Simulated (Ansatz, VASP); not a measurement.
## One calculation of W, two programs

The input INCAR:

```
PREC = Accurate
ENCUT = 520
EDIFF = 1E-6
ISMEAR = 0
SIGMA = 0.15
LREAL = False
LASPH = True
NELM = 100
ALGO = Fast
ISIF = 2
LWAVE = False
LCHARG = False
GGA = PE
NBANDS = 13
```

File KPOINTS:

```
Automatic mesh
0
Gamma
  20 20 20
```

File POSCAR:

```
W
1.0
   -1.5600125932      1.5600125932      1.5600125932
    1.5600125932     -1.5600125932      1.5600125932
    1.5600125932      1.5600125932     -1.5600125932
W
1
Direct
    0.0000000000      0.0000000000      0.0000000000
```

Input for Ansatz:

```yaml
crystal:
  lattice:
    - [-1.5600125932, 1.5600125932, 1.5600125932]
    - [1.5600125932, -1.5600125932, 1.5600125932]
    - [1.5600125932, 1.5600125932, -1.5600125932]
  atoms:
    - { symbol: W, position: [0.0, 0.0, 0.0] }
basis:
  ecutwfc: 420
kpoints:
  mp_grid: { grid: [20, 20, 20] }
hamiltonian:
  xc: pbe
  pseudopotentials: { kind: paw, azcp: { folder: soft_1 } }
scf:
  occupations: { method: gaussian, width: 0.15 }
output:
  forces: true
  stress: true
  eigenvalues: true
```

Change from the starting cell: equal engineering shear yz, xz and xy +0.0000, equal normal strain along x, y and z -0.0200.

Alike in both runs: task single point; functional PBE; k mesh 20 × 20 × 20; occupations gaussian, width 0.15 eV; no spin polarisation.

|  | VASP | Ansatz |
| --- | --- | --- |
| version | VASP 6.6.1 | Ansatz 0.2.0 |
| potentials or method | VASP PAW PBE potentials, release 64 (W_sv) | scalar-relativistic, plane waves, PAW |
| plane-wave cutoff (eV) | 520 | 420 |
| valence electrons in the cell | 14 | 14 |

|  | VASP | Ansatz | Ansatz less VASP |
| --- | --- | --- | --- |
| gap on the k mesh at the Fermi level (eV) | none | none | - |
| pressure (GPa) | 21.7 | 21.0 | -0.74 |

A gap of «none» marks a metal or a gap that the smearing closes. The functional is the same, so the differences come from potentials, cutoffs and numerics.

Caveats: so large a pressure means that the cell lies far from this level's equilibrium, or that cutoff or potentials fall short (VASP). The runs have no spin-orbit coupling, so splittings on W are missing.
